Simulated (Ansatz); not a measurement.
Equation of state of Si

```cif
data_structure
_symmetry_space_group_name_H-M 'Imma'
_symmetry_Int_Tables_number 74
_cell_length_a 4.5020
_cell_length_b 4.7370
_cell_length_c 2.5500
_cell_angle_alpha 90.000
_cell_angle_beta 90.000
_cell_angle_gamma 90.000
_cell_volume 54.38
loop_
_atom_site_label
_atom_site_type_symbol
_atom_site_symmetry_multiplicity
_atom_site_Wyckoff_symbol
_atom_site_fract_x
_atom_site_fract_y
_atom_site_fract_z
_atom_site_occupancy
Si1 Si 4 e 0.00000 0.75000 0.55700 1
```

The runs use the primitive cell with vectors (-2.251, 2.369, 1.275), (2.251, -2.369, 1.275), (2.251, 2.369, -1.275) Å, to which the k mesh refers.

The structure is orthorhombic, space group Imma (No. 74). Conventional cell: a = 4.502 Å, b = 4.737 Å, c = 2.550 Å, α = 90.00°, β = 90.00°, γ = 90.00°. Si (site symmetry mm2) has 8 Si at 2.39 to 2.74 Å as nearest neighbours.

The cell comes from COD entry 9011656, which wasn't checked; take it as a given geometry.

All numbers are computed: DFT, PBE, all-electron LAPW, scalar-relativistic (Ansatz 0.2.0); DFT, PBE, PAW with Ansatz's default frozen-core files, scalar-relativistic (Ansatz 0.2.0).

For LAPW: a Γ-centred 16×16×16 k mesh, Fermi–Dirac smearing of 0.05 eV, basis error target 0.5 meV/atom, no spin polarisation. PAW takes a cutoff of 420 eV at this cell. The Ansatz runs share mesh, smearing and spin set-up. Plane-wave (PAW) pressures include the program's estimate of the Pulay term.

The cell above is scaled evenly, with fractional coordinates and shape held.

```csv
V/V(cell),V (Å³/atom),"P, LAPW (GPa)","P, PAW (GPa)"
0.9400,12.780,27.87,27.91
0.9500,12.916,25.59,25.63
0.9600,13.051,23.42,23.46
0.9750,13.255,20.36,20.39
0.9800,13.323,19.39,19.42
0.9900,13.459,17.52,17.54
1.0000,13.595,15.74,15.76
1.0100,13.731,14.04,14.06
1.0200,13.867,12.43,12.44
1.0250,13.935,11.65,11.66
1.0400,14.139,9.43,9.44
1.0500,14.275,8.04,8.05
1.0600,14.411,6.72,6.72
```
